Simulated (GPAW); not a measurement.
# ZrSe2 (P-3m1) in GPAW: convergence with k mesh

Aim: find how far k mesh must go before the results for ZrSe2 settle, at PBE. This setting moves, with any that are tied to it; all else stays.

Program: GPAW 26.7.0. These are calculated values, not measurements. Logs are shortened: lines on timing, memory, paths and dates and some standing lists are left out, and cuts for length are marked. The log counts tension as positive stress, the text compression.

### 1 Starting point

The structure is trigonal, space group P-3m1 (No. 164). Conventional cell: a = 3.798 Å, b = 3.798 Å, c = 6.192 Å, α = 90.00°, β = 90.00°, γ = 120.00°. Zr (site symmetry -3m) is surrounded by 6 Se at 2.68 Å. Around Se (site symmetry 3m) lie 3 Zr at 2.68 Å.

### 2 With k mesh 2 × 2 × 1

Contents of run.py:

```python
from ase.dft.bandgap import bandgap
from ase.io import read, write
from ase.units import GPa
from gpaw import GPAW, PW

atoms = read('POSCAR')

calc = GPAW(mode=PW(600),
            xc='PBE',
            kpts={'size': (2, 2, 1), 'gamma': True},
            occupations={'name': 'fermi-dirac', 'width': 0.05},
            nbands=24,
            convergence={'density': 1e-05, 'energy': 1e-05},
            maxiter=100,
            txt='gpaw.txt')
atoms.calc = calc
energy = atoms.get_potential_energy()
forces = atoms.get_forces()
stress = atoms.get_stress()
calc.write('gs.gpw')
write('result.traj', atoms)
print(f'Energy: {energy:.6f} eV')
print('Forces (eV/A):')
print(forces.round(4))
print('Stress (GPa):', (stress / GPa).round(3))
print('Fermi level:', round(calc.get_fermi_level(), 4), 'eV')
print(f'Gap: {bandgap(calc)[0]:.4f} eV, direct: {bandgap(calc, direct=True)[0]:.4f} eV')
```

Contents of POSCAR:

```
ZrSe2
1.0
    3.7980000000      0.0000000000      0.0000000000
   -1.8990000000      3.2891644836      0.0000000000
    0.0000000000      0.0000000000      6.1920000000
Zr Se
1 2
Direct
    0.0000000000      0.0000000000      0.0000000000
    0.6666666667      0.3333333333      0.7500000000
    0.3333333333      0.6666666667      0.2500000000
```

Potentials or basis: GPAW PAW data sets (gpaw-data 1.2.1), pw.

Launch:

```
$ OMP_NUM_THREADS=1 python run.py
```

Run time: 4.2 s. Hardware: 1 thread of Arm Neoverse V2, shared host; peak memory 0.16 GiB.

What came out:

```yaml
Free_energy: -17.3734 eV
Pressure: 4.2 GPa
Largest_force: 0.169 eV/Å
Band_gap_on_the_k_mesh: 0.30 eV, indirect (least direct gap 0.72 eV)
```

### 3 With k mesh 3 × 3 × 2

Changes to run.py since step 2:

```diff
@@ -9,3 +9,3 @@
             xc='PBE',
-            kpts={'size': (2, 2, 1), 'gamma': True},
+            kpts={'size': (3, 3, 2), 'gamma': True},
             occupations={'name': 'fermi-dirac', 'width': 0.05},
```

POSCAR is that of step 2.

Potentials or basis: GPAW PAW data sets (gpaw-data 1.2.1), pw.

Launch:

```
$ OMP_NUM_THREADS=1 python run.py
```

Run time: 7.7 s. Hardware: 1 thread of Arm Neoverse V2, shared host; peak memory 0.16 GiB.

Results:

- Free energy: -18.2079 eV
- Pressure: 2.6 GPa
- Largest force: 0.109 eV/Å
- Band gap on the k mesh: 0.54 eV, indirect (least direct gap 0.96 eV)

### 4 With k mesh 4 × 4 × 2

Changes to run.py since step 3:

```diff
@@ -9,3 +9,3 @@
             xc='PBE',
-            kpts={'size': (3, 3, 2), 'gamma': True},
+            kpts={'size': (4, 4, 2), 'gamma': True},
             occupations={'name': 'fermi-dirac', 'width': 0.05},
```

POSCAR is that of step 3.

Launch:

```
$ OMP_NUM_THREADS=1 python run.py
```

Wall time 9.5 s (1 thread of Arm Neoverse V2, shared host); peak memory 0.17 GiB.

Results:

```yaml
Free_energy: -18.3514 eV
Pressure: 2.2 GPa
Largest_force: 0.219 eV/Å
Band_gap_on_the_k_mesh: 0.33 eV, indirect (least direct gap 1.00 eV)
```

### 5 With k mesh 4 × 4 × 3

Changes to run.py since step 4:

```diff
@@ -9,3 +9,3 @@
             xc='PBE',
-            kpts={'size': (4, 4, 2), 'gamma': True},
+            kpts={'size': (4, 4, 3), 'gamma': True},
             occupations={'name': 'fermi-dirac', 'width': 0.05},
```

POSCAR is that of step 4.

Launch:

```
$ OMP_NUM_THREADS=1 python run.py
```

It took 10 s on 1 thread of Arm Neoverse V2, shared host; peak memory 0.17 GiB.

Results (log left out):

```yaml
Free_energy: -18.3591 eV
Pressure: 2.1 GPa
Largest_force: 0.231 eV/Å
Band_gap_on_the_k_mesh: 0.42 eV, indirect (least direct gap 1.00 eV)
```

### 6 With k mesh 5 × 5 × 3

Changes to run.py since step 5:

```diff
@@ -9,3 +9,3 @@
             xc='PBE',
-            kpts={'size': (4, 4, 3), 'gamma': True},
+            kpts={'size': (5, 5, 3), 'gamma': True},
             occupations={'name': 'fermi-dirac', 'width': 0.05},
```

POSCAR is that of step 5.

Potentials or basis: GPAW PAW data sets (gpaw-data 1.2.1), pw.

Launch:

```
$ OMP_NUM_THREADS=1 python run.py
```

Run time: 13 s. Hardware: 1 thread of Arm Neoverse V2, shared host; peak memory 0.17 GiB.

Results (log left out):

```
Free energy            : -18.4188 eV
Pressure               : 1.9 GPa
Largest force          : 0.238 eV/Å
Band gap on the k mesh : 0.45 eV, indirect (least direct gap 1.03 eV)
```

### 7 With k mesh 6 × 6 × 4

Changes to run.py since step 6:

```diff
@@ -9,3 +9,3 @@
             xc='PBE',
-            kpts={'size': (5, 5, 3), 'gamma': True},
+            kpts={'size': (6, 6, 4), 'gamma': True},
             occupations={'name': 'fermi-dirac', 'width': 0.05},
```

POSCAR is that of step 6.

Launch:

```
$ OMP_NUM_THREADS=1 python run.py
```

Wall time 24 s (1 thread of Arm Neoverse V2, shared host); peak memory 0.19 GiB.

It converged, with:

```yaml
Free_energy: -18.4441 eV
Pressure: 1.8 GPa
Largest_force: 0.249 eV/Å
Band_gap_on_the_k_mesh: 0.37 eV, indirect (least direct gap 1.04 eV)
```

### 8 With k mesh 7 × 7 × 4

Changes to run.py since step 7:

```diff
@@ -9,3 +9,3 @@
             xc='PBE',
-            kpts={'size': (6, 6, 4), 'gamma': True},
+            kpts={'size': (7, 7, 4), 'gamma': True},
             occupations={'name': 'fermi-dirac', 'width': 0.05},
```

POSCAR is that of step 7.

Launch:

```
$ OMP_NUM_THREADS=1 python run.py
```

Run time: 28 s. Hardware: 1 thread of Arm Neoverse V2, shared host; peak memory 0.19 GiB.

The run converged. Its results:

```yaml
Free_energy: -18.4539 eV
Pressure: 1.7 GPa
Largest_force: 0.255 eV/Å
Band_gap_on_the_k_mesh: 0.43 eV, indirect (least direct gap 1.05 eV)
```

### 9 With k mesh 9 × 9 × 5

Changes to run.py since step 8:

```diff
@@ -9,3 +9,3 @@
             xc='PBE',
-            kpts={'size': (7, 7, 4), 'gamma': True},
+            kpts={'size': (9, 9, 5), 'gamma': True},
             occupations={'name': 'fermi-dirac', 'width': 0.05},
```

POSCAR is that of step 8.

Potentials or basis: GPAW PAW data sets (gpaw-data 1.2.1), pw.

Launch:

```
$ OMP_NUM_THREADS=1 python run.py
```

Wall time 48 s (1 thread of Arm Neoverse V2, shared host); peak memory 0.23 GiB.

Results (log left out):

| Quantity | Value |
| --- | --- |
| Free energy | -18.4602 eV |
| Pressure | 1.7 GPa |
| Largest force | 0.261 eV/Å |
| Band gap on the k mesh | 0.41 eV, indirect (least direct gap 1.05 eV) |

### 10 With k mesh 11 × 11 × 6

Changes to run.py since step 9:

```diff
@@ -9,3 +9,3 @@
             xc='PBE',
-            kpts={'size': (9, 9, 5), 'gamma': True},
+            kpts={'size': (11, 11, 6), 'gamma': True},
             occupations={'name': 'fermi-dirac', 'width': 0.05},
```

POSCAR is that of step 9.

Potentials or basis: GPAW PAW data sets (gpaw-data 1.2.1), pw.

Launch:

```
$ OMP_NUM_THREADS=1 python run.py
```

gpaw.txt:

```text
__  _  _
 | _ |_)|_||  |
 |__||  | ||/\| - 26.7.0

Input parameters:
  mode=PW(ecut=600.0),
  convergence={'density': 1e-05, 'energy': 1e-05},
  kpts=MonkhorstPack(size=(11, 11, 6), gamma=True),
  maxiter=100,
  nbands=24,
  occupations=Occupations(name='fermi-dirac', width=0.05),
  xc=XC(name='PBE')

Diagonalizing LCAO Hamiltonian
Converting LCAO to pw mode

            Se

        Se

       Zr

Atoms  # Å, Bohr magnetons
|   | symbol |         x |        y |        z |    initial magnetic moments |
|---|--------|-----------|----------|----------|-----------------------------|
| 0 |     Zr |  0.000000 | 0.000000 | 0.000000 | ( 0.0000,  0.0000,  0.0000) |
| 1 |     Se |  1.899000 | 1.096388 | 4.644000 | ( 0.0000,  0.0000,  0.0000) |
| 2 |     Se | -0.000000 | 2.192776 | 1.548000 | ( 0.0000,  0.0000,  0.0000) |

Unit cell  # Å
| periodic |         x |        y |        z |  lengths |     angles |
|----------|-----------|----------|----------|----------|------------|
|      yes |  3.798000 | 0.000000 | 0.000000 | 3.798000 |  90.000000 |
|      yes | -1.899000 | 3.289164 | 0.000000 | 3.798000 |  90.000000 |
|      yes |  0.000000 | 0.000000 | 6.192000 | 6.192000 | 120.000000 |

Number of symmetries: 12
Symmetry operations  # r_c * U_cc + t_c -> r_c
|    | kind |            matrix            |
|----|------|------------------------------|
|  0 |  σ   |  1, 1, 0,  0,-1, 0,  0, 0, 1 |
|  1 |  S6  |  1, 1, 0, -1, 0, 0,  0, 0,-1 |
|  2 |  E   |  1, 0, 0,  0, 1, 0,  0, 0, 1 |
|  3 |  C2  |  1, 0, 0, -1,-1, 0,  0, 0,-1 |
|  4 |  C2  |  0, 1, 0,  1, 0, 0,  0, 0,-1 |
|  5 |  C3  |  0, 1, 0, -1,-1, 0,  0, 0, 1 |
|  6 |  S6  |  0,-1, 0,  1, 1, 0,  0, 0,-1 |
|  7 |  σ   |  0,-1, 0, -1, 0, 0,  0, 0, 1 |
|  8 |  σ   | -1, 0, 0,  1, 1, 0,  0, 0, 1 |
|  9 |  i   | -1, 0, 0,  0,-1, 0,  0, 0,-1 |
| 10 |  C3  | -1,-1, 0,  1, 0, 0,  0, 0, 1 |
| 11 |  C2  | -1,-1, 0,  0, 1, 0,  0, 0,-1 |

BZ-sampling:
  Number of BZ points: 726
  Number of IBZ points: 84

  Monkhorst-Pack size: [11, 11, 6]
  Monkhorst-Pack shift: [0.0, 0.0, 0.08333333333333333]

K-points  # in reciprocal-cell coordinates
|     |                                coordinates |     weight |
|-----|--------------------------------------------|------------|
|   0 | (  0.00000000,   0.00000000,   0.00000000) | 0.00137741 |
|   1 | (  0.00000000,   0.00000000,   0.16666667) | 0.00275482 |
|   2 | (  0.00000000,   0.00000000,   0.33333333) | 0.00275482 |
|   3 | (  0.00000000,   0.00000000,   0.50000000) | 0.00137741 |
|   4 | (  0.09090909,   0.00000000,  -0.33333333) | 0.00826446 |
|   5 | (  0.09090909,   0.00000000,  -0.16666667) | 0.00826446 |
|   6 | (  0.09090909,   0.00000000,   0.00000000) | 0.00826446 |
|   7 | (  0.09090909,   0.00000000,   0.16666667) | 0.00826446 |
|   8 | (  0.09090909,   0.00000000,   0.33333333) | 0.00826446 |
|   9 | (  0.09090909,   0.00000000,   0.50000000) | 0.00826446 |
| ... |                                            |            |
|  83 | (  0.45454545,   0.45454545,   0.50000000) | 0.00826446 |

Plane wave coefficients: 2604
Cutoff: 600.0 eV

Spin-components: 1 (collinear spins)
Bands:           24
Projectors:      16
Spin-degeneracy: 2
Datatype:        complex128

Parallelization:
  kpt:    1
  domain: 1
  band:   1

Density:
  Valence electrons: 24.0
  Components: 1
  Grid points: [24 24 35]
  Charge: 0.0  # |e|

Potential:
  Grid points: [24 24 35]

species:
  Zr:
    name:    Zirconium
    Z:       40.0
    valence: 12
    core:    28
    charge:  0.0  # [|e|]
    compensation charges:
      type: gauss
      rc: 0.40  # [Å]
      lmax: 2
    cutoffs:
      filter: 2.39  # [Å]
      core: 1.59  # [Å]
    projectors
    | kind |    occ | energy [eV] | rcut [Å] |
    |------|--------|-------------|----------|
    |   4s |  2.000 |     -54.478 |    1.323 |
    |   5s |  2.000 |      -4.438 |    1.323 |
    |   4p |  6.000 |     -32.467 |    1.334 |
    |   5p |  0.000 |      -1.470 |    1.334 |
    |   4d |  2.000 |      -3.600 |    1.244 |
    |    d |        |      23.611 |    1.244 |

    Using partial waves for Zr as LCAO basis

  Se:
    name:    Selenium
    Z:       34.0
    valence: 6
    core:    28
    charge:  0.0  # [|e|]
    compensation charges:
      type: gauss
      rc: 0.27  # [Å]
      lmax: 2
    cutoffs:
      filter: 1.77  # [Å]
      core: 2.67  # [Å]
    projectors
    | kind |    occ | energy [eV] | rcut [Å] |
    |------|--------|-------------|----------|
    |   4s |  2.000 |     -17.277 |    0.847 |
    |   4p |  4.000 |      -6.512 |    1.005 |
    |    s |        |       9.935 |    0.847 |
    |    p |        |      20.699 |    1.005 |
    |    d |        |       0.000 |    0.847 |

    Using partial waves for Se as LCAO basis

Reference energy: -230100.635496  # eV

eigensolver:
  PPCG
  Converge bands: occupied
  niter=2

density mixing:
  MSR1-Mixer
  Pratt-step length: 0.05
  Maximum mixing coefficient: 0.75
  Old densities: 10
  SVD Regularization: 0.005
  Good broyden scale: 1.0
  Trust region scale: 1.0
  Backstep threshold: 4.0
  History deletion threshold: 6.0
  Fourier metric: weight=20.0, sigma=0.015

occupation numbers:
  Fermi-Dirac:
    width: 0.0500  # eV

poisson solver:
  ecut: 4800.0  # eV

xc functional:
  name: PBE with 2 nearest neighbor stencil

convergence criteria:
- Maximum integral of absolute [dens]ity change: 1e-05 electrons / valence electron
- Maximum [total energy] change in last 3 cyles: 1e-05 eV / valence electron
- Maximum integral of absolute [eigenst]ate change: 4e-08 eV^2 / valence electron
maximum number of iterations: 100

SCF iterations
|iter     | |      energy | eigst |  dens |
|---------|-|-------------|-------|-------|
|iter:   1| |  -18.865123 | +0.06 |       |
|iter:   2| |  -18.766219 | -1.91 | -1.10 |
|iter:   3| |  -18.463358 | -1.54 | -1.14 |
|iter:   4| |  -18.466662 | -2.40 | -1.62 |
|iter:   5| |  -18.463403 | -3.05 | -1.91 |
|iter:   6| |  -18.461379 | -3.52 | -2.10 |
|iter:   7| |  -18.461393 | -5.37 | -3.26 |
|iter:   8| |  -18.461395c| -6.47 | -3.69 |
|iter:   9| |  -18.461396c| -7.52c| -4.46 |
|iter:  10| |  -18.461396c| -8.54c| -5.43c|

Converged in 10 steps
Energy contributions relative to reference atoms: (reference = -230100.635496)

Energy contributions:
  Kinetic:          24.213056
  Coulomb:         -26.421721
  Zero:              0.280778
  External:          0.000000
  Xc:              -16.533368
  Entropy:          -0.000280
  Spinorbit:         0.000000
  ----------------------------
  Free energy:     -18.461536
  Extrapolated:    -18.461396

dipole moment: (-6.929329, -12.001950, -22.594211)  # |e|*Ang

Fermi level: 5.812
Eigenvalues  # (at kpt = [0.000, 0.000, 0.000])
| band index |      eig [eV] | occ [0-2] |
|------------|---------------|-----------|
|          0 |       -43.850 |     2.000 |
|        ... |               |           |
|          4 |        -7.582 |     2.000 |
|          5 |        -6.326 |     2.000 |
|          6 |         0.951 |     2.000 |
|          7 |         2.896 |     2.000 |
|          8 |         2.896 |     2.000 |
|          9 |         5.561 |     1.987 |
[... 8 lines left out ...]
|         18 |        10.686 |     0.000 |
|         19 |        14.587 |     0.000 |
|        ... |               |           |
|         23 |        18.568 |     0.000 |

Gap: 0.403 eV
Transition (v -> c):
  (s=0, k=0, n=11, [0.00, 0.00, 0.00]) -> (s=0, k=69, n=12, [0.45, 0.00, 0.50])
Direct/indirect transitions are different
Direct gap: 1.056 eV
Transition at: (s=0, k=0, n=11, [0.00, 0.00, 0.00])

Forces  # eV/Ang
|        x |        y |        z |
|----------|----------|----------|
|  0.00000 |  0.00000 |  0.00000 |  # Zr   0
|  0.00000 |  0.00000 | -0.26269 |  # Se   1
| -0.00000 | -0.00000 |  0.26269 |  # Se   2

Stress tensor  # eV/Ang^3
|         x |         y |         z |
|-----------|-----------|-----------|
| -0.006710 |  0.000000 |  0.000000 |
|  0.000000 | -0.006710 |  0.000000 |
|  0.000000 |  0.000000 | -0.018015 |

# Writing to gs.gpw (mode='')
```

Wall time 79 s (1 thread of Arm Neoverse V2, shared host); peak memory 0.28 GiB.

Results:

* Free energy: -18.4615 eV
* Pressure: 1.7 GPa
* Largest force: 0.263 eV/Å
* Band gap on the k mesh: 0.40 eV, indirect (least direct gap 1.06 eV)

### 11 Result

```
     k mesh  energy less the tightest run, at zero smearing (meV/atom)  pressure (GPa)  largest force (eV/Å)  gap on the mesh (eV)  SCF cycles  CPU time (s)  peak memory (GiB)
  2 × 2 × 1                                                     366.19            4.23                 0.169                 0.299          11           4.2               0.16
  3 × 3 × 2                                                      84.72            2.58                 0.109                 0.535          10           7.7               0.16
  4 × 4 × 2                                                      37.04            2.15                 0.219                 0.334          10           9.5               0.17
  4 × 4 × 3                                                      34.28            2.09                 0.231                 0.419          10            10               0.17
  5 × 5 × 3                                                      14.29            1.90                 0.238                 0.446          10            13               0.17
  6 × 6 × 4                                                       5.85            1.78                 0.249                 0.369          10            24               0.19
  7 × 7 × 4                                                       2.58            1.73                 0.255                 0.429          10            28               0.19
  9 × 9 × 5                                                       0.47            1.69                 0.261                 0.409          10            48               0.23
11 × 11 × 6                                                       0.00            1.68                 0.263                 0.403          10            79               0.28
```

Against the tightest run, the energy stays within 1 meV/atom from 9 × 9 × 5 on; the pressure stays within 0.1 GPa from 7 × 7 × 4 on; the largest force stays within 0.005 eV/Å from 9 × 9 × 5 on; the gap on the mesh stays within 0.01 eV from 9 × 9 × 5 on. Meshes of other sizes hit other points, so gaps and Fermi surfaces needn't settle smoothly. The tightest run that finished is the yardstick and may itself not be fully converged.

Caveats: an odd mesh through Γ misses points on the zone boundary, where band edges often lie; this functional lacks dispersion, which binds the layers, so the pressure and a relaxed spacing across them are unreliable.
